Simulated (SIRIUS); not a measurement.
CaF2 (Fluorite) under changes of volume

One of the cells (13.579 Å³/atom); the others are scaled copies at fixed shape and fractional positions:

```
Ca F
1.0
     0.00000    2.73100    2.73100
     2.73100    0.00000    2.73100
     2.73100    2.73100    0.00000
Ca F
1 2
Direct
  0.00000 0.00000 0.00000
  0.75000 0.75000 0.75000
  0.25000 0.25000 0.25000
```

```yaml
Program: SIRIUS 7.12.0
Functional: PBEsol
Potentials_or_basis: all-electron FP-LAPW
Cutoff: 273 eV
Basis: apw+lo standard
k_mesh: 8 × 8 × 8
Occupations: fermi-dirac, width 0.05 eV
Spin: no spin polarisation
```

```csv
volume (Å³/atom),energy over the lowest point (meV/atom),gap on the mesh (eV)
12.764,5.39,7.48
13.036,1.18,7.35
13.308,0.00,7.23
13.579,2.22,7.12
13.851,6.84,7.00
14.122,13.84,6.89
14.394,?,?
```

Task: What does the run at 14.394 Å³/atom give?

Result: Energy over the lowest point 22.89 meV/atom; gap on the mesh 6.79 eV.

Worked out: A Birch-Murnaghan fit of order 3 (a polynomial in V^(-2/3)) to the other rows has its minimum at 13.25 Å³/atom with B0 = V·E''(V) = 88 GPa and B' = 4.8. It gives 22.98 meV/atom at 14.394 Å³/atom, against the run's 22.89. A straight line through the other rows of the gap, of slope -5.81 eV per unit of ln V, extrapolates to 6.78 eV, against the run's 6.79.

Energies are extrapolated to zero smearing.

A mesh can miss the band edges.
